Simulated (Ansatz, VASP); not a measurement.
# GaN: VASP beside Ansatz

```xyz
2
Lattice="0.0000 2.1794 2.3585 2.1794 0.0000 2.3585 2.1794 2.1794 0.0000" Properties=species:S:1:pos:R:3 pbc="T T T"
Ga    0.0000    0.0000    0.0000
N     1.0897    1.0897    1.1792
```

Change from the starting cell: strained cell.

Alike in both runs: task relaxation of the atoms; functional PBEsol; k mesh 10 × 10 × 10; occupations gaussian, width 0.02 eV; no spin polarisation.

```csv
,VASP,Ansatz
version,VASP 6.6.1,Ansatz 0.2.0
potentials or method,"VASP PAW PBE potentials, release 64 (Ga_d, N)","scalar-relativistic, plane waves, PAW"
plane-wave cutoff (eV),520,420
valence electrons in the cell,18,18
```

Ansatz gave:

| Quantity | Value |
| --- | --- |
| gap on the k mesh at the Fermi level, each at its own relaxed structure (eV) | 1.64 |

What did VASP give for the same quantities?

gap on the k mesh at the Fermi level, each at its own relaxed structure (eV): 1.65.

Ansatz warned: «pseudo_functional_mismatch».

Caveats: the relaxation stopped at its first step, so nothing moved.
